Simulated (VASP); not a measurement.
# SiMo3 (Pm-3n) in VASP: reference runs

How does SiMo3 come out in PBEsol? The cell is run as given.

All numbers are computed with VASP 6.6.1; they aren't measurements. Logs are shortened: lines on timing, memory, paths and dates and some standing lists are left out, and cuts for length are marked.

## (1) The crystal as given

The structure is cubic, space group Pm-3n (No. 223). The conventional cell has a = 4.889 Å, b = 4.889 Å, c = 4.889 Å, α = 90.00°, β = 90.00°, γ = 90.00°. Mo (site symmetry -4m2) is surrounded by 2 Mo at 2.44 Å and 4 Si at 2.73 Å. Si (site symmetry m-3) has 12 Mo at 2.73 Å as nearest neighbours.

## (2) Single point, PBEsol

INCAR

```
SYSTEM = SiMo3
  PREC = Accurate
  ENCUT = 520
  EDIFF = 1E-7
  ISMEAR = -1
  SIGMA = 0.05
  LREAL = .False.
  LASPH = .True.
  NELM = 60
  ALGO = Normal
  ISIF = 2
  LWAVE = .False.
  LCHARG = .False.
  GGA = PS
  NBANDS = 56
  KPAR = 2
```

KPOINTS

```
regular mesh
0
Gamma
  6 6 6
  0 0 0
```

POSCAR

```
SiMo3
1.0
    4.8890000000      0.0000000000      0.0000000000
    0.0000000000      4.8890000000      0.0000000000
    0.0000000000      0.0000000000      4.8890000000
Mo Si
6 2
Direct
    0.0000000000      0.5000000000      0.2500000000
    0.0000000000      0.5000000000      0.7500000000
    0.5000000000      0.2500000000      0.0000000000
    0.7500000000      0.0000000000      0.5000000000
    0.5000000000      0.7500000000      0.0000000000
    0.2500000000      0.0000000000      0.5000000000
    0.5000000000      0.5000000000      0.5000000000
    0.0000000000      0.0000000000      0.0000000000
```

Potentials or basis: VASP PAW PBE potentials, release 64 (Mo_sv, Si).

Started as:

```bash
> cat potpaw_PBE.64/Mo_sv/POTCAR potpaw_PBE.64/Si/POTCAR > POTCAR
> mpirun -np 2 vasp_std > vasp.out
```

OUTCAR:

```text
SYSTEM = SiMo3
   PREC = Accurate
   ENCUT = 520
   EDIFF = 1E-7
   ISMEAR = -1
   LREAL = .False.
   LASPH = .True.
   NELM = 60
   ISIF = 2
   GGA = PS

 ion  position               nearest neighbor table
   1  0.000  0.500  0.250-   2 2.44   2 2.44   8 2.73   7 2.73   8 2.73   7 2.73   4 2.99   5 2.99
                             4 2.99   6 2.99   6 2.99   3 2.99   5 2.99   3 2.99
   2  0.000  0.500  0.750-   1 2.44   1 2.44   8 2.73   7 2.73   8 2.73   7 2.73   4 2.99   5 2.99
                             4 2.99   6 2.99   6 2.99   3 2.99   5 2.99   3 2.99
   3  0.500  0.250  0.000-   5 2.44   5 2.44   8 2.73   7 2.73   7 2.73   8 2.73   4 2.99   4 2.99
                             6 2.99   1 2.99   6 2.99   1 2.99   2 2.99   2 2.99
   4  0.750  0.000  0.500-   6 2.44   6 2.44   8 2.73   8 2.73   7 2.73   7 2.73   3 2.99   3 2.99
                             5 2.99   5 2.99   1 2.99   2 2.99   1 2.99   2 2.99
   5  0.500  0.750  0.000-   3 2.44   3 2.44   8 2.73   7 2.73   7 2.73   8 2.73   1 2.99   4 2.99
                             6 2.99   4 2.99   6 2.99   1 2.99   2 2.99   2 2.99
   6  0.250  0.000  0.500-   4 2.44   4 2.44   8 2.73   8 2.73   7 2.73   7 2.73   3 2.99   3 2.99
                             5 2.99   1 2.99   1 2.99   2 2.99   5 2.99   2 2.99
   7  0.500  0.500  0.500-   1 2.73   2 2.73   3 2.73   4 2.73   5 2.73   6 2.73   3 2.73   5 2.73
                             4 2.73   6 2.73   1 2.73   2 2.73
   8  0.000  0.000  0.000-   1 2.73   2 2.73   3 2.73   4 2.73   5 2.73   6 2.73   4 2.73   6 2.73
                             1 2.73   2 2.73   3 2.73   5 2.73

  LATTYP: Found a simple cubic cell.
 ALAT       =     4.8890000000

  Lattice vectors:

 A1 = (   4.8890000000,   0.0000000000,   0.0000000000)
 A2 = (   0.0000000000,   4.8890000000,   0.0000000000)
 A3 = (   0.0000000000,   0.0000000000,   4.8890000000)

Analysis of symmetry for initial positions (statically):
=====================================================================
 Subroutine PRICEL returns:
 Original cell was already a primitive cell.

 Routine SETGRP: Setting up the symmetry group for a
 simple cubic supercell.

 Subroutine GETGRP returns: Found 48 space group operations
 (whereof 24 operations were pure point group operations)
 out of a pool of 48 trial point group operations.

The static configuration has the point symmetry T_h .
 The point group associated with its full space group is O_h .

Analysis of symmetry for dynamics (positions and initial velocities):
=====================================================================
 Subroutine PRICEL returns:
 Original cell was already a primitive cell.

 Routine SETGRP: Setting up the symmetry group for a
 simple cubic supercell.

 Subroutine GETGRP returns: Found 48 space group operations
 (whereof 24 operations were pure point group operations)
 out of a pool of 48 trial point group operations.

The dynamic configuration has the point symmetry T_h .
 The point group associated with its full space group is O_h .

 Subroutine INISYM returns: Found 48 space group operations
 (whereof 24 operations are pure point group operations),
 and found     1 'primitive' translations

----------------------------------------------------------------------------------------

                                     Primitive cell

  volume of cell :     116.8584

  direct lattice vectors                    reciprocal lattice vectors
     4.889000000  0.000000000  0.000000000     0.204540806  0.000000000  0.000000000
     0.000000000  4.889000000  0.000000000     0.000000000  0.204540806  0.000000000
     0.000000000  0.000000000  4.889000000     0.000000000  0.000000000  0.204540806

  length of vectors
     4.889000000  4.889000000  4.889000000     0.204540806  0.204540806  0.204540806

  position of ions in fractional coordinates (direct lattice)
     0.000000000  0.500000000  0.250000000
     0.000000000  0.500000000  0.750000000
     0.500000000  0.250000000  0.000000000
     0.750000000  0.000000000  0.500000000
     0.500000000  0.750000000  0.000000000
     0.250000000  0.000000000  0.500000000
     0.500000000  0.500000000  0.500000000
     0.000000000  0.000000000  0.000000000

  ion indices of the primitive-cell ions
   primitive index   ion index
                 1           1
                 2           2
                 3           3
                 4           4
                 5           5
                 6           6
                 7           7
                 8           8

----------------------------------------------------------------------------------------

 KPOINTS: regular mesh

Automatic generation of k-mesh.
 Grid dimensions read from file:
 generate k-points for:    6    6    6

 Generating k-lattice:

  Cartesian coordinates                     Fractional coordinates (reciprocal lattice)
     0.034090134  0.000000000  0.000000000     0.166666667  0.000000000  0.000000000
     0.000000000  0.034090134  0.000000000     0.000000000  0.166666667  0.000000000
     0.000000000  0.000000000  0.034090134     0.000000000  0.000000000  0.166666667

  Length of vectors
     0.034090134  0.034090134  0.034090134

  Shift w.r.t. Gamma in fractional coordinates (k-lattice)
     0.000000000  0.000000000  0.000000000

 Subroutine IBZKPT returns following result:
 ===========================================

 Found     20 irreducible k-points:

 Following reciprocal coordinates:
            Coordinates               Weight
  0.000000  0.000000  0.000000      1.000000
  0.166667  0.000000  0.000000      6.000000
  0.333333  0.000000  0.000000      6.000000
  0.500000  0.000000  0.000000      3.000000
  0.166667  0.166667  0.000000     12.000000
  0.333333  0.166667  0.000000     24.000000
[... 12 lines left out ...]
  0.500000  0.500000  0.333333      6.000000
  0.500000  0.500000  0.500000      1.000000
   k-points           NKPTS =     20   k-points in BZ     NKDIM =     20   number of bands    NBANDS=     56
   number of dos      NEDOS =    301   number of ions     NIONS =      8
   total plane-waves  NPLWV =  46656
   dimension x,y,z NGX =    36 NGY =   36 NGZ =   36
   dimension x,y,z NGXF=    72 NGYF=   72 NGZF=   72
   ions per type =               6   2
   NGX,Y,Z   is equivalent  to a cutoff of  12.24, 12.24, 12.24 a.u.
   NGXF,Y,Z  is equivalent  to a cutoff of  24.48, 24.48, 24.48 a.u.
 SYSTEM =  SiMo3
   PREC   = accura    normal or accurate (medium, high low for compatibility)
   ISTART =      0    job   : 0-new  1-cont  2-samecut
   ICHARG =      2    charge: 1-file 2-atom 10-const
   ISPIN  =      1    spin polarized calculation?
   LNONCOLLINEAR =      F non collinear calculations
   LSORBIT =      F    spin-orbit coupling
   LASPH  =      T    aspherical Exc in radial PAW
   ENCUT  =  520.0 eV  38.22 Ry    6.18 a.u.   9.09  9.09  9.09*2*pi/ulx,y,z
   NELM   =     60;   NELMIN=  2; NELMDL= -5     # of ELM steps
   EDIFF  = 0.1E-06   stopping-criterion for ELM
   LREAL  =      F    real-space projection
   EDIFFG = 0.1E-05   stopping-criterion for IOM
   NSW    =      0    number of steps for IOM
   IBRION =     -1    ionic relax: 0-MD 1-quasi-New 2-CG
   NFREE  =      0    steps in history (QN), initial steepest desc. (CG)
   ISIF   =      2    stress and relaxation
   ISYM   =      2    0-nonsym 1-usesym 2-fastsym
   POTIM  = 0.5000    time-step for ionic-motion
   TEBEG  =    0.0;   TEEND  =   0.0 temperature during run
   PSTRESS=    0.0 pullay stress
   NELECT =      92.0000    total number of electrons
   NUPDOWN=      -1.0000    fix difference up-down
   EMIN   =  10.00;   EMAX   =-10.00  energy-range for DOS
   EFERMI =   0.00;   METHOD = LEGACY
   ISMEAR =    -1;   SIGMA  =   0.05  broadening in eV -4-tet -1-fermi 0-gaus
   EFERMI_NEDOS =   21; number of points for ismear=-14 and -15
   IALGO  =     38    algorithm
   IMIX   =      4    mixing-type and parameters
     AMIX     =   0.40;   BMIX     =  1.00
     AMIX_MAG =   1.60;   BMIX_MAG =  1.00
  volume/ion in A,a.u.               =      14.61        98.57
  Fermi-wavevector in a.u.,A,eV,Ry     =   1.511648  2.856601 31.090405  2.285080
  Thomas-Fermi vector in A             =   2.621677
   LORBIT       =      0    0 simple, 1 ext, 2 COOP (PROOUT), +10 PAW based schemes
   GGA     = PS    functional components
   LHFCALC =     F    Hartree Fock is set to
   AEXX    =    0.0000 exact exchange contribution
   IVDW    =     0    specifies the selected vdW correction
   LEPSILON=     F    determine dielectric tensor
   LRPA    =     F    only Hartree local field effects (RPA)
 non-spin polarized calculation
  energy-cutoff  :      520.00
  volume of cell :      116.86
 maximum number of plane-waves:      3178
   NGX = 19   NGY = 19   NGZ = 19

 number of electron      91.9999979 magnetization

 Free energy of the ion-electron system (eV)
  ---------------------------------------------------
  ext. energy  EPLUGINS =         0.00000000
  ---------------------------------------------------
  free energy    TOTEN  =       -85.08461902 eV

  energy without entropy =      -85.05164582  energy(sigma->0) =      -85.06813242

 E-fermi :  12.6513     XC(G=0): -13.2325

 val. band max:       12.5836025301   @ k =   0.5000   0.3333   0.0000
 cond. band min:      12.6554084373   @ k =   0.5000   0.3333   0.0000
 fundamental gap:      0.0718059071
 Fermi energy:        12.6512819852

 k-point     1 :       0.0000    0.0000    0.0000
  band No.  band energies     occupation
      1     -48.5340      2.00000
      2     -48.4173      2.00000
      3     -48.4173      2.00000
      4     -48.0849      2.00000
      5     -48.0849      2.00000
      6     -48.0849      2.00000
[... 48 lines left out ...]
     55      15.3728      0.00000
     56      15.3749      0.00000

 k-point     2 :       0.1667    0.0000    0.0000
  band No.  band energies     occupation
      1     -48.5216      2.00000
      2     -48.4232      2.00000
      3     -48.4006      2.00000
      4     -48.1101      2.00000
      5     -48.0849      2.00000
      6     -48.0849      2.00000
[... 48 lines left out ...]
     55      15.2551      0.00000
     56      15.4370      0.00000

 k-point     3 :       0.3333    0.0000    0.0000
  band No.  band energies     occupation
      1     -48.4938      2.00000
      2     -48.4399      2.00000
      3     -48.3482      2.00000
      4     -48.1776      2.00000
      5     -48.0849      2.00000
      6     -48.0849      2.00000
[... 936 lines left out ...]
 k-point    19 :       0.5000    0.5000    0.3333
  band No.  band energies     occupation
      1     -48.3663      2.00000
      2     -48.2943      2.00000
      3     -48.2744      2.00000
      4     -48.2744      2.00000
      5     -48.2545      2.00000
      6     -48.1806      2.00000
[... 48 lines left out ...]
     55      14.4162      0.00000
     56      14.8130      0.00000

 k-point    20 :       0.5000    0.5000    0.5000
  band No.  band energies     occupation
      1     -48.2744      2.00000
      2     -48.2744      2.00000
      3     -48.2744      2.00000
      4     -48.2744      2.00000
      5     -48.2744      2.00000
      6     -48.2744      2.00000
[... 48 lines left out ...]
     55      14.8939      0.00000
     56      14.8939      0.00000

------------------------ aborting loop because EDIFF is reached ----------------------------------------

  FORCE on cell =-STRESS in cart. coord.  units (eV):
  Direction    XX          YY          ZZ          XY          YZ          ZX
  --------------------------------------------------------------------------------------
  -------------------------------------------------------------------------------------
  Total       -2.7729325     -2.7729325     -2.7729325     -0.0000000      0.0000000      0.0000000
  in kB      -38.0180436    -38.0180436    -38.0180436     -0.0000000      0.0000000      0.0000000
  external PRESSURE =     -38.0180436 kB  Pullay stress =       0.0000000 kB

 VOLUME and BASIS-vectors are now :
 -----------------------------------------------------------------------------
  energy-cutoff  :      520.00
  volume of cell :      116.86
      direct lattice vectors                 reciprocal lattice vectors
     4.889000000  0.000000000  0.000000000     0.204540806  0.000000000  0.000000000
     0.000000000  4.889000000  0.000000000     0.000000000  0.204540806  0.000000000
     0.000000000  0.000000000  4.889000000     0.000000000  0.000000000  0.204540806

 POSITION                                       TOTAL-FORCE (eV/Angst)
 -----------------------------------------------------------------------------------
      0.00000      2.44450      1.22225        -0.000000     -0.000000     -0.000000
      0.00000      2.44450      3.66675         0.000000      0.000000      0.000000
      2.44450      1.22225      0.00000        -0.000000      0.000000     -0.000000
      3.66675      0.00000      2.44450         0.000000     -0.000000     -0.000000
      2.44450      3.66675      0.00000         0.000000      0.000000      0.000000
      1.22225      0.00000      2.44450        -0.000000      0.000000      0.000000
      2.44450      2.44450      2.44450         0.000000      0.000000     -0.000000
      0.00000      0.00000      0.00000         0.000000      0.000000     -0.000000
 -----------------------------------------------------------------------------------
    total drift:                                0.000000      0.000000     -0.000000

  FREE ENERGIE OF THE ION-ELECTRON SYSTEM (eV)
  ---------------------------------------------------
  free  energy   TOTEN  =       -85.0846190164 eV

  energy  without entropy=      -85.0516458209  energy(sigma->0) =      -85.06813242
```

Run time: 40 s. Hardware: 2 MPI ranks of AMD EPYC 9R45 (Zen 5), shared host; peak memory 0.23 GiB.

Results:

- Free energy: -85.0846 eV
- Pressure: -3.8 GPa
- Band gap on the k mesh: none (metal or under the smearing width)

Caveat: the PAW data sets were made with another functional, which shifts forces and pressure a little.
